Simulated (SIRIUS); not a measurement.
# Tm (Fm-3m) in SIRIUS: reference runs

Reference runs on Tm: the cell as given.

All numbers are computed with SIRIUS 7.12.0; they aren't measurements. Logs are shortened: lines on timing, memory, paths and dates and some standing lists are left out, and cuts for length are marked. The log counts tension as positive stress, the text compression.

**1. Starting point**

The structure is cubic, space group Fm-3m (No. 225). Conventional cell: a = 4.936 Å, b = 4.936 Å, c = 4.936 Å, α = 90.00°, β = 90.00°, γ = 90.00°. Around Tm (site symmetry m-3m) lie 12 Tm at 3.49 Å.

This isn't the form of Tm at room conditions, which is hcp.

**2. Single point, PBE, collinear spin, ferromagnetic start**

Contents of sirius.json:

```json
{
  "control": {
    "processing_unit": "cpu",
    "std_evp_solver_name": "lapack",
    "gen_evp_solver_name": "lapack",
    "verbosity": 2,
    "print_forces": true,
    "ortho_rf": true,
    "use_second_variation": true,
    "rmt_max": 3.0,
    "num_bands_to_print": 24,
    "save_wf": true
  },
  "parameters": {
    "electronic_structure_method": "full_potential_lapwlo",
    "xc_functionals": ["XC_GGA_X_PBE", "XC_GGA_C_PBE"],
    "core_relativity": "dirac",
    "valence_relativity": "iora",
    "num_fv_states": 26,
    "smearing": "fermi_dirac",
    "smearing_width": 0.0018374661,
    "pw_cutoff": 20,
    "gk_cutoff": 3.51,
    "lmax_apw": 11,
    "lmax_rho": 8,
    "lmax_pot": 8,
    "num_mag_dims": 1,
    "auto_rmt": 0,
    "ngridk": [9, 9, 9],
    "shiftk": [0, 0, 0],
    "num_dft_iter": 80,
    "energy_tol": 1e-07,
    "density_tol": 1e-05,
    "use_symmetry": true
  },
  "settings": {"tol_ne": 1e-10},
  "iterative_solver": {"type": "exact"},
  "mixer": {"type": "anderson", "beta": 0.2, "max_history": 12},
  "unit_cell": {
    "lattice_vectors": [[0.0, 4.6638923106, 4.6638923106], [4.6638923106, 0.0, 4.6638923106], [4.6638923106, 4.6638923106, 0.0]],
    "atom_types": ["Tm"],
    "atom_files": {"Tm": "Tm.json"},
    "atoms": {"Tm": [[0.0, 0.0, 0.0, 0.0, 0.0, 2.0]]}
  }
}
```

Contents of Tm.json:

```json
{
  "name": "thulium",
  "symbol": "Tm",
  "number": 69,
  "mass": 168.93421,
  "rmin": 1e-06,
  "rmt": 2.65,
  "nrmt": 800,
  "rinf": 17.91,
  "core": "1s2s2p3s3p3d4s4p4d",
  "valence": [
    {"basis": [{"enu": 0.03, "dme": 0, "n": 0, "auto": 0}, {"enu": 0.03, "dme": 1, "n": 0, "auto": 0}]},
    {"l": 0, "n": 1, "basis": [{"enu": 0.13, "dme": 0, "n": 0, "auto": 0}]},
    {"l": 1, "n": 2, "basis": [{"enu": 0.13, "dme": 0, "n": 0, "auto": 0}]},
    {"l": 2, "n": 3, "basis": [{"enu": 0.13, "dme": 0, "n": 0, "auto": 0}]},
    {"l": 3, "n": 4, "basis": [{"enu": 0.13, "dme": 0, "n": 0, "auto": 0}]},
    {"l": 4, "n": 5, "basis": [{"enu": 0.13, "dme": 0, "n": 0, "auto": 0}]}
  ],
  "lo": [
    {"l": 0, "basis": [{"enu": 0.13, "dme": 0, "n": 0, "auto": 0}, {"enu": 0.13, "dme": 1, "n": 0, "auto": 0}]},
    {
      "l": 0,
      "basis": [{"enu": -1.7011, "dme": 0, "n": 5, "auto": 1}, {"enu": -1.7011, "dme": 1, "n": 5, "auto": 1}]
    },
    {
      "l": 0,
      "basis": [{"enu": -1.7011, "dme": 1, "n": 5, "auto": 1}, {"enu": 0.13, "dme": 0, "n": 0, "auto": 0}]
    },
    {"l": 0, "basis": [{"enu": 0.13, "dme": 0, "n": 0, "auto": 0}, {"enu": 2.4084, "dme": 0, "n": 0, "auto": 0}]},
    {"l": 1, "basis": [{"enu": 0.13, "dme": 0, "n": 0, "auto": 0}, {"enu": 0.13, "dme": 1, "n": 0, "auto": 0}]},
    {
      "l": 1,
      "basis": [{"enu": -0.7346, "dme": 0, "n": 5, "auto": 1}, {"enu": -0.7346, "dme": 1, "n": 5, "auto": 1}]
    },
    {
      "l": 1,
      "basis": [{"enu": -0.7346, "dme": 1, "n": 5, "auto": 1}, {"enu": 0.13, "dme": 0, "n": 0, "auto": 0}]
    },
    {"l": 1, "basis": [{"enu": 0.13, "dme": 0, "n": 0, "auto": 0}, {"enu": 2.7501, "dme": 0, "n": 0, "auto": 0}]},
    {"l": 2, "basis": [{"enu": 0.13, "dme": 0, "n": 0, "auto": 0}, {"enu": 0.13, "dme": 1, "n": 0, "auto": 0}]},
    {"l": 2, "basis": [{"enu": 0.13, "dme": 1, "n": 0, "auto": 0}, {"enu": 0.13, "dme": 2, "n": 0, "auto": 0}]},
    {"l": 2, "basis": [{"enu": 0.13, "dme": 0, "n": 0, "auto": 0}, {"enu": 2.3514, "dme": 0, "n": 0, "auto": 0}]},
    {"l": 3, "basis": [{"enu": 0.13, "dme": 0, "n": 0, "auto": 0}, {"enu": 0.13, "dme": 1, "n": 0, "auto": 0}]},
    {"l": 3, "basis": [{"enu": 0.13, "dme": 1, "n": 0, "auto": 0}, {"enu": 0.13, "dme": 2, "n": 0, "auto": 0}]},
    {"l": 3, "basis": [{"enu": 0.13, "dme": 0, "n": 0, "auto": 0}, {"enu": 2.6078, "dme": 0, "n": 0, "auto": 0}]},
    {"l": 4, "basis": [{"enu": 0.13, "dme": 0, "n": 0, "auto": 0}, {"enu": 0.13, "dme": 1, "n": 0, "auto": 0}]},
    {"l": 4, "basis": [{"enu": 0.13, "dme": 0, "n": 0, "auto": 0}, {"enu": 2.8641, "dme": 0, "n": 0, "auto": 0}]}
  ],
  "free_atom": [... radial grid and density of the free atom, the start of the SCF ...]
}
```

Contents of sirius_start.json:

```json
{
  "control": {
    "processing_unit": "cpu",
    "std_evp_solver_name": "lapack",
    "gen_evp_solver_name": "lapack",
    "verbosity": 1,
    "print_forces": false,
    "ortho_rf": true,
    "use_second_variation": true,
    "rmt_max": 3.0,
    "num_bands_to_print": 24,
    "save_wf": false
  },
  "parameters": {
    "electronic_structure_method": "full_potential_lapwlo",
    "xc_functionals": ["XC_LDA_X", "XC_LDA_C_PW"],
    "core_relativity": "dirac",
    "valence_relativity": "iora",
    "num_fv_states": 26,
    "smearing": "fermi_dirac",
    "smearing_width": 0.0055123983,
    "pw_cutoff": 20,
    "gk_cutoff": 2.81,
    "lmax_apw": 11,
    "lmax_rho": 8,
    "lmax_pot": 8,
    "num_mag_dims": 1,
    "auto_rmt": 0,
    "ngridk": [4, 4, 4],
    "shiftk": [0, 0, 0],
    "num_dft_iter": 30,
    "energy_tol": 0.01,
    "density_tol": 0.05,
    "use_symmetry": true
  },
  "settings": {"tol_ne": 1e-10},
  "iterative_solver": {"type": "exact"},
  "mixer": {"type": "anderson", "beta": 0.2, "max_history": 12},
  "unit_cell": {
    "lattice_vectors": [[0.0, 4.6638923106, 4.6638923106], [4.6638923106, 0.0, 4.6638923106], [4.6638923106, 4.6638923106, 0.0]],
    "atom_types": ["Tm"],
    "atom_files": {"Tm": "Tm.json"},
    "atoms": {"Tm": [[0.0, 0.0, 0.0, 0.0, 0.0, 2.0]]}
  }
}
```

Potentials or basis: all-electron FP-LAPW, apw+lo standard.

Run with:

```sh
$ OMP_NUM_THREADS=1 sirius.scf --input=sirius_start.json --output=start.json
$ OMP_NUM_THREADS=1 sirius.scf --input=sirius.json --output=output.json --task=1
```

Output:

```text
[info] SIRIUS version : 7.12.0
[info] number of MPI ranks           : 1
[info] MPI grid                      : 1 1
[info] maximum number of OMP threads : 1
[fft] FFT context for density and potential
[fft] =====================================
[fft]   plane wave cutoff                     : 20
[fft]   grid size                             : 45 45 45   total : 91125
[fft]   grid limits                           : -22 22   -22 22   -22 22
[fft]   number of G-vectors within the cutoff : 27317
[fft]   number of G-shells                    : 748
[fft] FFT context for coarse grid
[fft] =====================================
[fft]   plane wave cutoff                     : 7.02
[fft]   grid size                             : 18 18 18   total : 5832
[fft]   grid limits                           : -8 9   -8 9   -8 9
[fft]   number of G-vectors within the cutoff : 1243
[fft]   number of G-shells                    : 53
[unit cell] lattice vectors
[unit cell]   a1 :       0.0000000000      4.6638923106      4.6638923106
[unit cell]   a2 :       4.6638923106      0.0000000000      4.6638923106
[unit cell]   a3 :       4.6638923106      4.6638923106      0.0000000000
[unit cell] reciprocal lattice vectors
[unit cell]   b1 :      -0.6735988836      0.6735988836      0.6735988836
[unit cell]   b2 :       0.6735988836     -0.6735988836      0.6735988836
[unit cell]   b3 :       0.6735988836      0.6735988836     -0.6735988836
[unit cell] unit cell volume :       202.89695887 [a.u.^3]
[unit cell] 1/sqrt(omega)    :         0.07020406
[unit cell] MT volume        :        77.95181491 (38.42%)
[unit cell] IT volume        :       124.94514396 (61.58%)
[unit cell] number of atom types : 1
[unit cell] type id : 0 symbol : Tm mt_radius :   2.650000 num_atoms : 1
[unit cell] total number of atoms : 1
[unit cell] number of symmetry classes : 1
[unit cell] atom id  type id  class id             position                      vector_field
[unit cell] ------------------------------------------------------------------------------------------
[unit cell]      0        0        0      0.00000   0.00000   0.00000      0.00000   0.00000   2.00000
[unit cell] atom id         position (Cartesian, a.u.)
[unit cell] ---------------------------------------------
[unit cell]      0       0.000000    0.000000    0.000000
[unit cell] class id : 0 atom id : 0
[unit cell] minimum bond length:     6.595740
[sym] space group number   : 225
[sym] international symbol : Fm-3m
[... 312 lines left out ...]
[diagonalize] ik:   31   -1.592814   -0.626205   -0.619674   -0.612369    0.188779    0.222463    0.226729    0.229963    0.230822    0.231881    0.234094    0.235131    0.264170    0.266981    0.380063    0.444477    0.514751    0.597418    0.671705    0.725918    0.816131    0.841818    1.007452    1.060616
[diagonalize]            -1.592907   -0.626255   -0.619726   -0.612423    0.188785    0.222387    0.226712    0.229586    0.230433    0.231555    0.234057    0.234958    0.264182    0.266966    0.380066    0.444479    0.514753    0.597416    0.671708    0.725922    0.816140    0.841832    1.007460    1.060626
[diagonalize] ik:   32   -1.592539   -0.629050   -0.617738   -0.615987    0.180230    0.222551    0.228787    0.230029    0.230679    0.230714    0.234060    0.234515    0.238012    0.302513    0.429942    0.498464    0.534117    0.558812    0.589385    0.681809    0.824733    0.925367    0.963939    1.061096
[diagonalize]            -1.592632   -0.629100   -0.617790   -0.616040    0.180251    0.222536    0.228580    0.229715    0.230337    0.230338    0.234035    0.234391    0.238002    0.302516    0.429942    0.498465    0.534116    0.558814    0.589391    0.681808    0.824741    0.925355    0.963948    1.061111
[diagonalize] ik:   33   -1.592494   -0.627093   -0.621086   -0.615606    0.197620    0.226741    0.228303    0.229434    0.230522    0.231117    0.234223    0.236134    0.241853    0.290568    0.391196    0.508339    0.508508    0.572317    0.609117    0.694129    0.846292    0.930039    0.944157    1.017604
[diagonalize]            -1.592587   -0.627143   -0.621138   -0.615660    0.197630    0.226640    0.227943    0.229269    0.230199    0.230776    0.234272    0.236028    0.241800    0.290572    0.391193    0.508342    0.508507    0.572317    0.609120    0.694125    0.846300    0.930049    0.944153    1.017623
[diagonalize] ik:   34   -1.592517   -0.625431   -0.622176   -0.615898    0.207701    0.225808    0.227936    0.229244    0.230844    0.231003    0.234243    0.237814    0.257618    0.266837    0.368756    0.503230    0.525806    0.587896    0.589747    0.709618    0.855543    0.903883    0.971130    1.053241
[diagonalize]            -1.592610   -0.625482   -0.622228   -0.615951    0.207703    0.225535    0.227795    0.228974    0.230523    0.230705    0.234277    0.237715    0.257614    0.266823    0.368750    0.503230    0.525808    0.587895    0.589751    0.709612    0.855556    0.903883    0.971139    1.053264
[generate_core_charge_density] atom class : 0
[generate_core_charge_density]   n,l,k : 1 0 1  energy :       -2176.00267405
[generate_core_charge_density]   n,l,k : 2 0 1  energy :        -366.62876551
[generate_core_charge_density]   n,l,k : 2 1 1  energy :        -349.40706127
[generate_core_charge_density]   n,l,k : 2 1 2  energy :        -313.37998415
[generate_core_charge_density]   n,l,k : 3 0 1  energy :         -82.13600269
[generate_core_charge_density]   n,l,k : 3 1 1  energy :         -74.56497393
[generate_core_charge_density]   n,l,k : 3 1 2  energy :         -66.95743044
[generate_core_charge_density]   n,l,k : 3 2 2  energy :         -54.05563430
[generate_core_charge_density]   n,l,k : 3 2 3  energy :         -52.39322685
[generate_core_charge_density]   n,l,k : 4 0 1  energy :         -15.91195809
[generate_core_charge_density]   n,l,k : 4 1 1  energy :         -12.86792494
[generate_core_charge_density]   n,l,k : 4 1 2  energy :         -11.15014773
[generate_core_charge_density]   n,l,k : 4 2 2  energy :          -6.14553753
[generate_core_charge_density]   n,l,k : 4 2 3  energy :          -5.83284898
[find] total moment          : [  0.00000,   0.00000,  -0.00959], magnitude : 0.009586
[find] Total energy                   :  -13582.13031243 (Ha),  -27164.26062485 (Ry)
[find] iteration : 1, RMS (target) : 5.2862e-01 (1.0000e-05) , energy difference (target) : 1.5582e-02 (1.0000e-07)
[... 72 lines left out ...]
[find] valence_eval_sum               :      -3.52771804
[find] core_eval_sum                  :   -8311.39291241
[find] kinetic energy                 :   15040.61770261
[find] enuc                           :  -16845.68739937
[find] <rho|V^{XC}>                   :    -375.25405386
[find] <rho|E^{XC}>                   :    -286.93612695
[find] <mag|B^{XC}>                   :      -0.00000000
[find] <rho|V^{H}>                    :  -22980.28427920
[find] smearing (-TS)                 :      -0.00486633
[find] SCF correction                 :       0.00001099
[find] Total energy                   :  -13582.14795231 (Ha),  -27164.29590463 (Ry)
[find] Free energy (E-TS)             :  -13582.15281865 (Ha),  -27164.30563729 (Ry)
[find] band gap (eV)                  :       0.00000000
[find] Efermi                         :       0.23507341
[find] iteration : 22, RMS (target) : 6.6449e-06 (1.0000e-05) , energy difference (target) : 1.1247e-08 (1.0000e-07)
[find] converged after 23 SCF iterations!
[find] Charges and magnetic moments
[find] --------------------------------------------------------------------------------
[find] atom      charge    core leakage                 moment                |moment|
[find] --------------------------------------------------------------------------------
[find]    0   67.133597    4.647243e-06  [  0.00000,   0.00000,  -0.00003]    0.000032
[find] total core leakage    : 4.64724331e-06
[find] interstitial charge   : 1.866395
[find] interstitial moment   : [  0.00000,   0.00000,  -0.00005], magnitude : 0.000047
[find] total charge          : 68.999992
[find] total moment          : [  0.00000,   0.00000,  -0.00008], magnitude : 0.000079
[find] Energy
[find] --------------------------------------------------------------------------------
[find] valence_eval_sum               :      -3.52771804
[find] core_eval_sum                  :   -8311.39291241
[find] kinetic energy                 :   15040.61770261
[find] enuc                           :  -16845.68739937
[find] <rho|V^{XC}>                   :    -375.25405386
[find] <rho|E^{XC}>                   :    -286.93612695
[find] <mag|B^{XC}>                   :      -0.00000000
[find] <rho|V^{H}>                    :  -22980.28427920
[find] smearing (-TS)                 :      -0.00486633
[find] SCF correction                 :       0.00001099
[find] Total energy                   :  -13582.14795231 (Ha),  -27164.29590463 (Ry)
[find] Free energy (E-TS)             :  -13582.15281865 (Ha),  -27164.30563729 (Ry)
[find] band gap (eV)                  :       0.00000000
[find] Efermi                         :       0.23507341
[ground_state]
[ground_state] ==== total Forces in Ha/bohr =====
[ground_state] atom:    0, force:       0.0000000      0.0000000      0.0000000
[ground_state] ==== contribution from density =====
[ground_state] atom:    0, force:       0.0000000      0.0000000      0.0000000
[ground_state] ==== contribution from Hartree potential =====
[ground_state] atom:    0, force:       0.0000000      0.0000000      0.0000000
[ground_state] ==== contribution from IBS =====
[ground_state] atom:    0, force:       0.0000000      0.0000000      0.0000000
```

Wall time 3.1 min (1 thread of Arm Neoverse V1, shared host); peak memory 0.62 GiB.

The run converged, but a check on its numbers failed (symmetry, net force, bounds or a known fault of this set-up), so they aren't taken as properties of the crystal.

Caveat: the magnetic or orbital state may not be the lowest; the moment of the open f shell was lost on the way, which leaves a state far above the magnetic one; spin-orbit coupling is left out, which moves the levels of the heavy elements.
